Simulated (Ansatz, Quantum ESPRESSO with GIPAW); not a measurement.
# Shieldings and field gradients in KHCO2

Wanted: NMR shieldings and quadrupolar couplings for each site of KHCO2.

Calculated with Quantum ESPRESSO with GIPAW 8.0dev (patched build); DFT, PBEsol, plane-wave PAW (pslibrary 1.0.0 recipes), scalar-relativistic, GIPAW; a patched development version of the program.

## Step 1: The structure

It takes space group Cmcm (No. 63, orthorhombic). Conventional cell: a = 5.931 Å, b = 6.951 Å, c = 7.052 Å, α = 90.00°, β = 90.00°, γ = 90.00°. Nearest to K lie 8 O at 2.86 to 3.02 Å. Nearest to O lie 1 C at 1.26 Å and 2 H at 2.04 to 2.56 Å and 4 K at 2.86 to 3.02 Å. Nearest to C lie 1 H at 1.12 Å and 2 O at 1.26 Å. Nearest to H lie 1 C at 1.12 Å. Farther neighbours and most contacts between anions are not listed.

The cell is a computed entry of the Materials Project; it need not be the form that is stable at ambient conditions.

This structure had its atoms relaxed beforehand (DFT, PBEsol, plane-wave PAW, default files (PAW set soft_2), scalar-relativistic, Ansatz), starting from the database entry, since shieldings follow bond lengths closely.

## Step 2: Self-consistent run

First the ground state. The response equations take the occupied wavefunctions as exact, so conv_thr is set much tighter than for an energy. No empty states are asked for: the response is solved without them. The mesh has a spacing of 0.35 Å⁻¹ at most. The PAW files were made with ld1.x from the pslibrary 1.0.0 recipes, with GIPAW reconstruction switched on.

Input file scf.in:

```
&control
  calculation = 'scf'
  prefix = 'x'
  outdir = './tmp/'
  pseudo_dir = './'
/
&system
  ibrav = 0
  nat = 10
  ntyp = 4
  ecutwfc = 55
  ecutrho = 330
  nbnd = 26
/
&electrons
  conv_thr = 1.0d-10
  mixing_beta = 0.7
  electron_maxstep = 100
/
ATOMIC_SPECIES
  K 39.098 K.pbesol-spn-kjpaw_psl.1.0.0-gipaw.UPF
  O 15.999 O.pbesol-n-kjpaw_psl.1.0.0-gipaw.UPF
  C 12.011 C.pbesol-n-kjpaw_psl.1.0.0-gipaw.UPF
  H 1.008 H.pbesol-kjpaw_psl.1.0.0-gipaw.UPF
CELL_PARAMETERS angstrom
  2.96559700 -3.47558300 0.00000000
  2.96559700 3.47558300 0.00000000
  0.00000000 0.00000000 7.05183000
ATOMIC_POSITIONS crystal
  K -0.00000000 0.00000000 0.00000000
  K -0.00000000 0.00000000 0.50000000
  O 0.87658360 0.50260485 0.25000000
  O 0.50260485 0.87658360 0.75000000
  O 0.12341640 0.49739515 0.75000000
  O 0.49739515 0.12341640 0.25000000
  C 0.39600516 0.60399484 0.75000000
  C 0.60399484 0.39600516 0.25000000
  H 0.55738498 0.44261502 0.75000000
  H 0.44261502 0.55738498 0.25000000
K_POINTS automatic
  4 4 3 0 0 0
```

Run with:

```sh
> mpirun -np 4 pw.x -nk 4 -in scf.in > scf.out
```

What it wrote:

```text
using ibrav=0 with symmetry is DISCOURAGED, use correct ibrav instead

     bravais-lattice index     =            0
     lattice parameter (alat)  =       8.6339  a.u.
     unit-cell volume          =     980.9982 (a.u.)^3
     number of atoms/cell      =           10
     number of atomic types    =            4
     number of electrons       =        52.00
     number of Kohn-Sham states=           26
     kinetic-energy cutoff     =      55.0000  Ry
     charge density cutoff     =     330.0000  Ry
     scf convergence threshold =      1.0E-10
     mixing beta               =       0.7000
     number of iterations used =            8  plain     mixing
     Exchange-correlation= SLA-PW-PSX-PSC
                           (   1   4  10   8   0   0   0)
[...]
K                 9.00    39.09800     K ( 1.00)
     O                 6.00    15.99900     O ( 1.00)
     C                 4.00    12.01100     C ( 1.00)
     H                 1.00     1.00800     H ( 1.00)

      8 Sym. Ops., with inversion, found ( 4 have fractional translation)
[...]
number of k points=    14
[...]
Dense  grid:    99225 G-vectors     FFT dimensions: (  50,  50,  80)

     Smooth grid:    54099 G-vectors     FFT dimensions: (  45,  45,  64)

     Check: negative core charge=   -0.000006

     Initial potential from superposition of free atoms

     starting charge      51.9628, renormalised to      52.0000
     Starting wfcs are   42 randomized atomic wfcs

     Self-consistent Calculation

     iteration #  1     ecut=    55.00 Ry     beta= 0.70
     Davidson diagonalization with overlap
     ethr =  1.00E-02,  avg # of iterations =  2.0

     total energy              =    -425.49953687 Ry
     estimated scf accuracy    <       1.37897626 Ry

     iteration #  2     ecut=    55.00 Ry     beta= 0.70
     Davidson diagonalization with overlap
     ethr =  2.65E-03,  avg # of iterations =  6.6

     total energy              =    -426.11219813 Ry
     estimated scf accuracy    <       1.21229964 Ry

     iteration #  3     ecut=    55.00 Ry     beta= 0.70
     Davidson diagonalization with overlap
     ethr =  2.33E-03,  avg # of iterations =  2.0

     total energy              =    -425.99736971 Ry
     estimated scf accuracy    <       0.26347745 Ry

[...]
total energy              =    -426.30275746 Ry
[...]
iteration # 36     ecut=    55.00 Ry     beta= 0.70
     Davidson diagonalization with overlap
     ethr =  7.81E-13,  avg # of iterations =  1.7

     total energy              =    -426.30275746 Ry
     estimated scf accuracy    <          1.8E-09 Ry

     iteration # 37     ecut=    55.00 Ry     beta= 0.70
     Davidson diagonalization with overlap
     ethr =  7.81E-13,  avg # of iterations =  6.5

     End of self-consistent calculation
     [one-electron energies left out]

!    total energy              =    -426.30275746 Ry
     total all-electron energy =     -3159.860917 Ry
     estimated scf accuracy    <          6.1E-12 Ry

     The total energy is the sum of the following terms:
     one-electron contribution =    -130.18879962 Ry
     hartree contribution      =      87.42392767 Ry
     xc contribution           =     -62.25394667 Ry
     ewald contribution        =    -164.98010735 Ry
     one-center paw contrib.   =    -156.30383148 Ry

     convergence has been achieved in  37 iterations
[...]
JOB DONE.
```

Run time: 69 s. Hardware: 4 MPI ranks of Arm Neoverse V2, shared host; peak memory 0.84 GiB.

It converged in 37 cycles to an estimated accuracy of 6e-12 Ry, on 14 irreducible k-points.

## Step 3: Magnetic response

The job finds the current that a weak uniform field induces (applied as a long wave, q_gipaw) and the field that this current makes at each nucleus. On atoms with p or d valence electrons much of the paramagnetic part arises close to the nucleus, where the PAW partial waves rebuild the true states. pawproj makes the reconstruction use the PAW data sets' own projectors.

Input file nmr.in:

```
&inputgipaw
  job = 'nmr'
  prefix = 'x'
  tmp_dir = './tmp/'
  restart_mode = 'from_scratch'
  verbosity = 'low'
  q_gipaw = 0.01
  spline_ps = .true.
  conv_threshold = 1.0d-14
  use_nmr_macroscopic_shape = .false.
  pawproj(1) = .true.
  pawproj(2) = .true.
  pawproj(3) = .true.
  pawproj(4) = .true.
/
```

Run with:

```sh
> mpirun -np 4 gipaw.x -in nmr.in > nmr.out
```

What it wrote:

```text
[banner, memory and clock lines left out]
[a note of our patched build left out]

     Parallelizing q-star over 1 images

     IMPORTANT: XC functional enforced from input :
     Exchange-correlation= PBESOL
                           (   1   4  10   8   0   0   0)
     Any further DFT definition will be discarded
     Please, verify this is what you really want

     Check: negative core charge=   -0.000006
[...]
projs nearly linearly dependent: l=0  n1,n2= 1, 2  s=  0.99583929
[...]
projs nearly linearly dependent: l=0  n1,n2= 1, 2  s=  0.99970544
[...]
alpha_pv=     55.3228 eV

     spline_ps is .false., expect some extrapolation errors

     q-space interpolation up to    66.00 Rydberg

     GIPAW job: nmr
     NMR macroscopic correction: no
[...]
Computing the magnetic susceptibility     isolve=0    ethr=  0.1000E-13
     Starting from scratch
     k-point #    1 of    14      pool #  1    cpu time:       1.0
[...]
End of magnetic susceptibility calculation

     f-sum rule (1st term):
           -51.2906          0.0000          0.0000
            -0.0000        -51.2147          0.0000
             0.0000          0.0000        -51.3104

     f-sum rule (2nd term):
            -0.8633         -0.0000          0.0000
             0.0000         -0.9398          0.0000
             0.0000          0.0000         -0.8422

     f-sum rule (should be   -52.1490):
           -52.1539          0.0000          0.0000
            -0.0000        -52.1545          0.0000
             0.0000          0.0000        -52.1526

[... susceptibilities left out ...]
     Contributions to the NMR chemical shifts: -------------------------------

     Macroscopic shape contribution in ppm:                    0.00
             0.0000          0.0000          0.0000
             0.0000          0.0000          0.0000
             0.0000          0.0000          0.0000

     Core contribution in ppm:

     Atom  1  K   pos: (  0.000000  0.000000  0.000000)  core sigma:        1192.38
     Atom  2  K   pos: (  0.000000  0.000000  0.771728)  core sigma:        1192.38
     Atom  3  O   pos: (  0.895217 -0.284490  0.385864)  core sigma:         270.50
     Atom  4  O   pos: (  0.895217  0.284490  1.157592)  core sigma:         270.50
     Atom  5  O   pos: (  0.402962  0.284490  1.157592)  core sigma:         270.50
     Atom  6  O   pos: (  0.402962 -0.284490  0.385864)  core sigma:         270.50
     Atom  7  C   pos: (  0.649090  0.158220  1.157592)  core sigma:         199.99
     Atom  8  C   pos: (  0.649090 -0.158220  0.385864)  core sigma:         199.99
     Atom  9  H   pos: (  0.649090 -0.087307  1.157592)  core sigma:           0.00
     Atom 10  H   pos: (  0.649090  0.087307  0.385864)  core sigma:           0.00

     Bare contribution in ppm:

     Atom  1  K   pos: (  0.000000  0.000000  0.000000)  bare sigma:         123.47
[...]
Atom  2  K   pos: (  0.000000  0.000000  0.771728)  bare sigma:         123.47
[...]
Atom  3  O   pos: (  0.895217 -0.284490  0.385864)  bare sigma:         -21.12
[...]
Atom  4  O   pos: (  0.895217  0.284490  1.157592)  bare sigma:         -21.12
[...]
Atom  5  O   pos: (  0.402962  0.284490  1.157592)  bare sigma:         -21.12
[...]
Atom  6  O   pos: (  0.402962 -0.284490  0.385864)  bare sigma:         -21.12
[...]
Atom  7  C   pos: (  0.649090  0.158220  1.157592)  bare sigma:         -85.72
[...]
Atom  8  C   pos: (  0.649090 -0.158220  0.385864)  bare sigma:         -85.72
[...]
Atom  9  H   pos: (  0.649090 -0.087307  1.157592)  bare sigma:          13.40
[...]
Atom 10  H   pos: (  0.649090  0.087307  0.385864)  bare sigma:          13.40
[...]
Diamagnetic contribution in ppm:

     Atom  1  K   pos: (  0.000000  0.000000  0.000000)  dia sigma:          -3.52
[...]
Atom  2  K   pos: (  0.000000  0.000000  0.771728)  dia sigma:          -3.52
[...]
Atom  3  O   pos: (  0.895217 -0.284490  0.385864)  dia sigma:          17.52
[...]
Atom  4  O   pos: (  0.895217  0.284490  1.157592)  dia sigma:          17.52
[...]
Atom  5  O   pos: (  0.402962  0.284490  1.157592)  dia sigma:          17.52
[...]
Atom  6  O   pos: (  0.402962 -0.284490  0.385864)  dia sigma:          17.52
[...]
Atom  7  C   pos: (  0.649090  0.158220  1.157592)  dia sigma:           4.44
[...]
Atom  8  C   pos: (  0.649090 -0.158220  0.385864)  dia sigma:           4.44
[...]
Atom  9  H   pos: (  0.649090 -0.087307  1.157592)  dia sigma:           1.08
[...]
Atom 10  H   pos: (  0.649090  0.087307  0.385864)  dia sigma:           1.08
[...]
Paramagnetic contribution in ppm:

     Atom  1  K   pos: (  0.000000  0.000000  0.000000)  para sigma:        -216.31
[...]
Atom  2  K   pos: (  0.000000  0.000000  0.771728)  para sigma:        -216.31
[...]
Atom  3  O   pos: (  0.895217 -0.284490  0.385864)  para sigma:        -106.94
[...]
Atom  4  O   pos: (  0.895217  0.284490  1.157592)  para sigma:        -106.94
[...]
Atom  5  O   pos: (  0.402962  0.284490  1.157592)  para sigma:        -106.94
[...]
Atom  6  O   pos: (  0.402962 -0.284490  0.385864)  para sigma:        -106.94
[...]
Atom  7  C   pos: (  0.649090  0.158220  1.157592)  para sigma:         -99.30
[...]
Atom  8  C   pos: (  0.649090 -0.158220  0.385864)  para sigma:         -99.30
[...]
Atom  9  H   pos: (  0.649090 -0.087307  1.157592)  para sigma:           0.00
[...]
Atom 10  H   pos: (  0.649090  0.087307  0.385864)  para sigma:           0.00
[...]
Paramagnetic US occ-occ contribution in ppm:

     Atom  1  K   pos: (  0.000000  0.000000  0.000000)  para_oo sigma:          -0.23
[...]
Atom  2  K   pos: (  0.000000  0.000000  0.771728)  para_oo sigma:          -0.23
[...]
Atom  3  O   pos: (  0.895217 -0.284490  0.385864)  para_oo sigma:          -1.59
[...]
Atom  4  O   pos: (  0.895217  0.284490  1.157592)  para_oo sigma:          -1.59
[...]
Atom  5  O   pos: (  0.402962  0.284490  1.157592)  para_oo sigma:          -1.59
[...]
Atom  6  O   pos: (  0.402962 -0.284490  0.385864)  para_oo sigma:          -1.59
[...]
Atom  7  C   pos: (  0.649090  0.158220  1.157592)  para_oo sigma:          -0.50
[...]
Atom  8  C   pos: (  0.649090 -0.158220  0.385864)  para_oo sigma:          -0.50
[...]
Atom  9  H   pos: (  0.649090 -0.087307  1.157592)  para_oo sigma:           0.00
[...]
Atom 10  H   pos: (  0.649090  0.087307  0.385864)  para_oo sigma:           0.00
[...]
Paramagnetic US L_R Q_R contribution in ppm:

     Atom  1  K   pos: (  0.000000  0.000000  0.000000)  para_lq sigma:         106.50
[...]
Atom  2  K   pos: (  0.000000  0.000000  0.771728)  para_lq sigma:         106.50
[...]
Atom  3  O   pos: (  0.895217 -0.284490  0.385864)  para_lq sigma:        -221.37
[...]
Atom  4  O   pos: (  0.895217  0.284490  1.157592)  para_lq sigma:        -221.37
[...]
Atom  5  O   pos: (  0.402962  0.284490  1.157592)  para_lq sigma:        -221.37
[...]
Atom  6  O   pos: (  0.402962 -0.284490  0.385864)  para_lq sigma:        -221.37
[...]
Atom  7  C   pos: (  0.649090  0.158220  1.157592)  para_lq sigma:         -29.25
[...]
Atom  8  C   pos: (  0.649090 -0.158220  0.385864)  para_lq sigma:         -29.25
[...]
Atom  9  H   pos: (  0.649090 -0.087307  1.157592)  para_lq sigma:           0.00
[...]
Atom 10  H   pos: (  0.649090  0.087307  0.385864)  para_lq sigma:           0.00
[...]
Total NMR chemical shifts in ppm: ---------------------------------------
     (adopting the Simpson convention for anisotropy and asymmetry)-----------

     Atom  1  K   pos: (  0.000000  0.000000  0.000000)  Total sigma:        1202.29
          1195.8887         -0.0000          0.0000
             0.0000       1196.6983        -20.3959
             0.0000          8.6562       1214.2880

     K       1    anisotropy:     20.66    eta:    0.0704
[...]
Atom  2  K   pos: (  0.000000  0.000000  0.771728)  Total sigma:        1202.29
[... its tensor is left out ...]
     Atom  3  O   pos: (  0.895217 -0.284490  0.385864)  Total sigma:         -63.00
          -251.8319        -97.0664         -0.0000
           -49.8614       -133.1398          0.0000
            -0.0000         -0.0000        195.9801

     O       3    anisotropy:    388.47    eta:    0.7293
[...]
Atom  4  O   pos: (  0.895217  0.284490  1.157592)  Total sigma:         -63.00
[... its tensor is left out ...]
     Atom  5  O   pos: (  0.402962  0.284490  1.157592)  Total sigma:         -63.00
[... its tensor is left out ...]
     Atom  6  O   pos: (  0.402962 -0.284490  0.385864)  Total sigma:         -63.00
[... its tensor is left out ...]
     Atom  7  C   pos: (  0.649090  0.158220  1.157592)  Total sigma:         -10.33
            -4.1268         -0.0000         -0.0000
            -0.0000        -87.8899          0.0000
            -0.0000          0.0000         61.0154

     C       7    anisotropy:   -116.33    eta:    0.8399
[...]
Atom  8  C   pos: (  0.649090 -0.158220  0.385864)  Total sigma:         -10.33
[... its tensor is left out ...]
     Atom  9  H   pos: (  0.649090 -0.087307  1.157592)  Total sigma:          14.48
            16.1812          0.0000         -0.0000
             0.0000         18.5579          0.0000
            -0.0000          0.0000          8.7080

     H       9    anisotropy:     -8.66    eta:    0.4116
[...]
Atom 10  H   pos: (  0.649090  0.087307  0.385864)  Total sigma:          14.48
[... its tensor is left out ...]
```

Wall time 6.8 min (4 MPI ranks); peak memory 0.52 GiB; 27 min of CPU time.

The f-sum rule is met to 0.0055 of 52.1 (0.01 %). Converged shieldings require that this miss be small, but a small miss does not prove them.

From the symmetric part of each tensor, with principal values σ11 ≤ σ22 ≤ σ33: σ_iso is their mean, the span is σ33 − σ11 and the skew 3(σ_iso − σ22)/span. (gipaw.x prints an anisotropy in another convention.)

```
site  atom no.  atoms in cell  σ_iso (ppm)  span (ppm)   skew
   K         1              2       1202.3        21.1   0.91
   O         3              4        -63.0       482.9   0.22
   C         7              2        -10.3       148.9  -0.13
   H         9              2        14.48        9.85  -0.52
```

The macroscopic shape term is switched off. For a spherical sample the valence susceptibility of this run would add about 7 ppm to every site, a rough estimate, since the susceptibility converges slowly and lacks part of the PAW terms. Differences within the crystal don't depend on it, but shieldings of different compounds can't be compared to better than a few ppm without it.

In this run the largest span is that of O (site symmetry m), with principal values -286.9, -98.0 and 196.0 ppm. On H the most shielded direction lies along its short bond to C.

How the isotropic values are made up (ppm). The core part is that of the free atom's core; bare is the current of the smooth valence states; the last two are what the PAW spheres add to the diamagnetic and the paramagnetic current:

```
site    core   bare  reconstruction, dia  reconstruction, para
   K  1192.4  123.5                 -3.5                -110.0
   O   270.5  -21.1                 17.5                -329.9
   C   200.0  -85.7                  4.4                -129.0
   H     0.0   13.4                  1.1                   0.0
```

(Continued in part 2 of 2.)

[Banner, clock, file and message-heading lines were taken out of the pw.x and gipaw.x logs.]

[Logs are printed without paths, hosts, clocks, repeated set-up lines and the standing remarks that a program may print on its own settings, such as how far it seeks lower states.]

[Hosts, paths, dates, database ids (printed as entryN), source tags and the programs' standing remarks are cut or masked in the printed files.]

[Where no reference line passes its bar on scatter, no shift is given, so a measured shift of this compound may stand uncompared.]
